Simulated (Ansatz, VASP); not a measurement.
CdS in VASP and in Ansatz

```
Cd S
1.0
     0.00000    2.87850    2.87850
     2.87850    0.00000    2.87850
     2.87850    2.87850    0.00000
Cd S
1 1
Direct
  0.00000 0.00000 0.00000
  0.75000 0.75000 0.75000
```

Alike in both runs: functional LDA; k mesh 12 × 12 × 12; occupations gaussian, width 0.02 eV; no spin polarisation.

Ansatz relaxed the structure, and its values are those at the end. VASP's run is a single point on that final structure, the one shown.

|  | VASP | Ansatz |
| --- | --- | --- |
| version | VASP 6.6.1 | Ansatz 0.2.0 |
| potentials or method | VASP PAW LDA potentials, release 64 (Cd, S) | scalar-relativistic, plane waves, PAW |
| plane-wave cutoff (eV) | 520 | 420 |
| valence electrons in the cell | 18 | 26 |

|  | VASP | Ansatz | Ansatz less VASP |
| --- | --- | --- | --- |
| gap on the k mesh at the Fermi level (eV) | 0.98 | 0.95 | -0.030 |
| least direct gap on the mesh (eV) | 0.98 | 0.95 | -0.030 |
| pressure (GPa) | 0.5 | 0.0 | -0.54 |

The two sets of potentials don't hold the same shells in valence. Ansatz warned: «pseudo_functional_mismatch».

A hybrid or GW would open this gap; LDA tends to underestimate it.
